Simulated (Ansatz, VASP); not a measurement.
**CdF2: VASP beside Ansatz**

Contents of INCAR:

```
  ALGO = Normal
  EDIFF = 1E-6
  ENCUT = 520
  GGA = PS
  ISIF = 2
  ISMEAR = 0
  LASPH = True
  LCHARG = False
  LREAL = False
  LWAVE = False
  NBANDS = 20
  NELM = 100
  PREC = Accurate
  SIGMA = 0.02
```

File KPOINTS:

```
k-points
0
Gamma
  8 8 8
```

The input POSCAR:

```
CdF2
1.0
    0.0000000000      2.6152274400      2.6152274400
    2.6152274400      0.0000000000      2.6152274400
    2.6152274400      2.6152274400      0.0000000000
Cd F
1 2
Direct
    0.0000000000      0.0000000000      0.0000000000
    0.2500000000      0.2500000000      0.2500000000
    0.7500000000      0.7500000000      0.7500000000
```

Input for Ansatz:

```yaml
crystal:
  lattice:
    - [0.0, 2.61522744, 2.61522744]
    - [2.61522744, 0.0, 2.61522744]
    - [2.61522744, 2.61522744, 0.0]
  atoms:
    - { symbol: Cd, position: [0.0, 0.0, 0.0] }
    - { symbol: F, position: [0.25, 0.25, 0.25] }
    - { symbol: F, position: [0.75, 0.75, 0.75] }
basis:
  ecutwfc: 420
kpoints:
  mp_grid: { grid: [8, 8, 8] }
hamiltonian:
  xc: pbesol
scf:
  occupations: { method: gaussian, width: 0.02 }
output:
  forces: true
  stress: true
  eigenvalues: true
```

Alike in both runs: task single point; functional PBEsol; k mesh 8 × 8 × 8; occupations gaussian, width 0.02 eV; no spin polarisation.

```csv
,VASP,Ansatz
version,VASP 6.6.1,Ansatz 0.2.0
potentials or method,"VASP PAW PBE potentials, release 64 (Cd, F)","scalar-relativistic, plane waves, PAW"
plane-wave cutoff (eV),520,420
valence electrons in the cell,26,34
```

VASP gave:

| Item | Value |
| --- | --- |
| gap on the k mesh at the Fermi level (eV) | 3.21 |
| least direct gap on the mesh (eV) | 3.57 |
| pressure (GPa) | 12.9 |

Task: What did Ansatz give for the same quantities?

Result: gap on the k mesh at the Fermi level (eV): 3.25; least direct gap on the mesh (eV): 3.61; pressure (GPa): 11.6.

The two sets of potentials don't hold the same shells in valence.

Caveats: the PAW data sets were made with another functional, which shifts forces and pressure a little (VASP). A k mesh can miss the band edges.
